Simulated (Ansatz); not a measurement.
## Field gradients at the nuclei in TiO2

The cell is a structure deposited in the COD, ions relaxed with PBE at fixed cell.

Space group P4_2/mnm (No. 136); a = 4.5940, c = 2.9590 Å.

```csv
site,Wyckoff,site symmetry,x,y,z
Ti,2a,m.mm,0.0000,0.0000,0.0000
O,4f,m.2m,0.3043,0.3043,0.0000
```

One atom of each set is listed.

All values are calculated (Ansatz; DFT, PBE, plane waves and PAW, scalar-relativistic, 420 eV cutoff, Γ-centred 7×7×10 k-points, Fermi–Dirac smearing 0.02 eV), not measured.

C_Q = eQV_zz/h, which is 24.18 MHz for Q = 1 b and V_zz = 10²¹ V/m²; η = (V_xx − V_yy)/V_zz. ν_Q = 3|C_Q|/[2I(2I − 1)].

49Ti: I = 7/2, Q = 247.0 mb; ¹⁷O: I = 5/2, Q = -25.58 mb. Q values from Pyykkö, Mol. Phys. 116, 1328 (2018).

**Question.** What field gradients does the calculation give at each kind of site?

**Answer.** 

| site | atoms | first shell | C_Q (MHz) | η | ν_Q (MHz) |
| --- | --- | --- | --- | --- | --- |
| Ti | 2 | 6 O at 1.95–1.98 Å | -12.0 | 0.10 | 0.857 |
| O | 4 | 3 Ti at 1.95–1.98 Å | -1.48 | 1.00 | 0.222 |

At this cell the principal stresses reach 5 GPa in size with PBE, which can matter for small gradients. Where η is near 1 the sign of V_zz means little.
